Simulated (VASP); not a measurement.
Here is a VASP 6.6.1 calculation.

INCAR

```
SYSTEM = Hf
  PREC = Accurate
  ENCUT = 600
  EDIFF = 1E-6
  ISMEAR = 1
  SIGMA = 0.1
  LREAL = .False.
  LASPH = .True.
  NELM = 100
  ALGO = Fast
  ISIF = 3
  LWAVE = .False.
  LCHARG = .False.
  GGA = PE
  IBRION = 2
  NSW = 60
  EDIFFG = -0.01
```

File KPOINTS:

```
Automatic mesh
0
Gamma
  9 9 9
  0 0 0
```

File POSCAR:

```
Hf
1.0
    2.9138100000      0.0000000000      0.0000000000
    0.0000000000      2.9138100000      0.0000000000
    0.0000000000      0.0000000000      2.9138100000
Hf
1
Direct
    0.5000000000      0.5000000000      0.5000000000
```

Potentials or basis: VASP PAW PBE potentials, release 64 (Hf_pv).

Run with:

```sh
$ cat potpaw_PBE.64/Hf_pv/POTCAR > POTCAR
$ mpirun -np 1 vasp_std > vasp.out
```

(1) Predict the space group after relaxing (to 0.05 Å).

(2) Estimate the band gap on the k mesh.

## Answers

(1) Pm-3m (No. 221).

(2) none (metal or under the smearing width).
